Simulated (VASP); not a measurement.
Set up this calculation in VASP 6.6.1, as the native input.

```
Task                               : single point
Functional                         : HSE(alpha, omega)
Potentials or basis                : VASP PAW PBE potentials, release 64 (As, B)
Cutoff                             : 520 eV
k mesh                             : 5 × 5 × 5
Occupations                        : fermi-dirac, width 0.05 eV
Spin                               : no spin polarisation
Screening parameter                : 0.1
Grid for exact exchange (PRECFOCK) : Fast
Further INCAR settings             : ALGO = Normal; EDIFF = 1e-07; NBANDS = 11
```

The system is BAs.

```xyz
2
Lattice="0.0000 2.3885 2.3885 2.3885 0.0000 2.3885 2.3885 2.3885 0.0000" Properties=species:S:1:pos:R:3 pbc="T T T"
As    3.5827    3.5827    3.5827
B     0.0000    0.0000    0.0000
```

These files were run (other wordings do the same):

POSCAR

```
BAs
1.0
    0.0000000000      2.3885000000      2.3885000000
    2.3885000000      0.0000000000      2.3885000000
    2.3885000000      2.3885000000      0.0000000000
As B
1 1
Direct
    0.7500000000      0.7500000000      0.7500000000
    0.0000000000      0.0000000000      0.0000000000
```

INCAR.step1

```
SYSTEM = BAs
PREC = Accurate ; ENCUT = 520
EDIFF = 1E-5 ; ISMEAR = -1
SIGMA = 0.05 ; LREAL = .FALSE.
LASPH = .TRUE. ; NELM = 60
ALGO = Normal ; ISIF = 2
LWAVE = .TRUE. ; LCHARG = .FALSE.
NBANDS = 11 ; GGA = PE
```

INCAR.step2

```
SYSTEM = BAs
PREC = Accurate ; ENCUT = 520
EDIFF = 1E-7 ; ISMEAR = -1
SIGMA = 0.05 ; LREAL = .FALSE.
LASPH = .TRUE. ; NELM = 60
ALGO = Normal ; ISIF = 2
LWAVE = .FALSE. ; LCHARG = .FALSE.
GGA = PE ; LHFCALC = .TRUE.
HFSCREEN = 0.1 ; AEXX = 0.25
PRECFOCK = Fast ; NBANDS = 11
ISTART = 1
```

KPOINTS

```
regular mesh
0
G
  5 5 5
  0 0 0
```

Potentials or basis: VASP PAW PBE potentials, release 64 (As, B).

Command:

```bash
$ cat potpaw_PBE.64/As/POTCAR potpaw_PBE.64/B/POTCAR > POTCAR
$ cp INCAR.step1 INCAR
$ mpirun -np 1 vasp_std > vasp.out
$ cp INCAR.step2 INCAR
$ mpirun -np 1 vasp_std > vasp.out
```

It gave:

```json
{
 "Pressure": "-0.8 GPa",
 "Band gap on the k mesh": "2.17 eV, indirect (least direct gap 4.45 eV)"
}
```

Caveat: the k mesh is coarse (spacing up to 0.46 Å⁻¹), so the values aren't converged, least of all with exact exchange; the PAW data sets were made with another functional, which shifts forces and pressure a little; an odd mesh through Γ misses points on the zone boundary, where band edges often lie.

Run time: 76 s on 1 thread of AMD EPYC 9R45 96-Core Processor (Zen 5), on a shared host, peak memory 0.23 GiB.
